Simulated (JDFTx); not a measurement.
# CdSe under changes of volume

One of the cells (28.942 Å³/atom); the others are scaled copies at fixed shape and fractional positions:

```xyz
2
Lattice="0.0000 3.0703 3.0703 3.0703 0.0000 3.0703 3.0703 3.0703 0.0000" Properties=species:S:1:pos:R:3 pbc="T T T"
Cd    0.0000    0.0000    0.0000
Se    1.5351    1.5351    1.5351
```

Measurements of this composition are mostly on another form, of space group No. 186.

```yaml
Program: JDFTx 1.7.0 (patched build)
Functional: PBEsol
Potentials_or_basis: PseudoDojo-SR-PBEsol-0.4.1-standard with smoothed tails
Cutoff: 1388 eV
Density_cutoff: 11102 eV
k_mesh: 6 × 6 × 6
Occupations: fermi-dirac, width 0.05 eV
Spin: no spin polarisation
```

| volume (Å³/atom) | energy over the lowest point (meV/atom) | pressure (GPa) | gap on the mesh (eV) |
| --- | --- | --- | --- |
| 27.206 | ? | ? | ? |
| 27.784 | 0.49 | 0.7 | 0.50 |
| 28.363 | 0.00 | -0.4 | 0.46 |
| 28.942 | 3.20 | -1.4 | 0.42 |
| 29.521 | 9.71 | -2.3 | 0.38 |
| 30.100 | 19.14 | -3.0 | 0.35 |
| 30.679 | 31.18 | -3.7 | 0.31 |

Question: What does the run at 27.206 Å³/atom give?

Answer: Energy over the lowest point 5.16 meV/atom; pressure 1.9 GPa; gap on the mesh 0.54 eV.

Worked out: A Birch-Murnaghan fit of order 3 (a polynomial in V^(-2/3)) to the other rows has its minimum at 28.14 Å³/atom with B0 = V·E''(V) = 52 GPa and B' = 4.7. It gives 5.14 meV/atom at 27.206 Å³/atom, against the run's 5.16, and -dE/dV = 1.9 GPa, against 1.9. A straight line through the other rows of the gap, of slope -1.9 eV per unit of ln V (its deformation potential), extrapolates to 0.54 eV, against the run's 0.54.

Energies are extrapolated to zero smearing.

Spin-orbit coupling on Cd, Se is left out.
